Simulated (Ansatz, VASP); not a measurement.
B in VASP and in Ansatz

```
B
1.0
     3.68049    0.00000    0.00000
     0.00000    3.68049    0.00000
     0.00000    0.00000    3.68049
B
8
Cartesian
  0.0000 3.6805 3.6805
  1.8402 1.8402 1.8402
  0.9201 3.6805 1.8402
  2.7604 0.0000 1.8402
  1.8402 0.9201 3.6805
  1.8402 2.7604 0.0000
  3.6805 1.8402 0.9201
  3.6805 1.8402 2.7604
```

Alike in both runs: functional revPBE; k mesh 7 × 7 × 7; occupations fermi-dirac, width 0.1 eV; no spin polarisation.

Ansatz relaxed the structure, and its values are those at the end. VASP's run is a single point on that final structure, the one shown.

|  | VASP | Ansatz |
| --- | --- | --- |
| version | VASP 6.6.1 | Ansatz 0.2.0 |
| potentials or method | VASP PAW PBE potentials, release 64 (B) | plane waves (420 eV) with PAW, scalar-relativistic |
| plane-wave cutoff (eV) | 520 | 420 |
| valence electrons in the cell | 24 | 24 |

|  | VASP | Ansatz | Ansatz less VASP |
| --- | --- | --- | --- |
| pressure (GPa) | -0.2 | 0.0 | +0.22 |

With one functional, cell and mesh, what is left measures potentials, basis and numerics.

Caveats: the PAW data sets were made with another functional, which shifts forces and pressure a little (VASP).
